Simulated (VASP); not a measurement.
In SrO (rock salt type) the Sr atom of the primitive cell, with all its periodic images, is moved by 0.06 Å along [111].

```
Sr O
1.0
     0.00000    2.60000    2.60000
     2.60000    0.00000    2.60000
     2.60000    2.60000    0.00000
Sr O
1 1
Direct
  0.00666 0.00666 0.00666
  0.50000 0.50000 0.50000
```

Computed with VASP 6.6.1, HSE06, plane waves, standard recommended PAW potentials.

Cutoff 520 eV; orbitals from an earlier step on the same cell; potentials Sr_sv O; PREC = Accurate; HFSCREEN = 0.208; HFRCUT = 0; PRECFOCK = Normal; k-mesh 4×4×4 Γ-centred; Fermi–Dirac smearing of 0.05 eV; no spin polarisation.

(1) What force results?

## Answers

(1) The force on it along the displacement is -0.1143 eV/Å, a force constant of 1.91 eV/Å².

| atom | Fx (eV/Å) | Fy (eV/Å) | Fz (eV/Å) |
| --- | --- | --- | --- |
| Sr1 | -0.0660 | -0.0660 | -0.0660 |
| O2 | 0.0660 | 0.0660 | 0.0660 |

Potentials made with PBE were used with another functional.
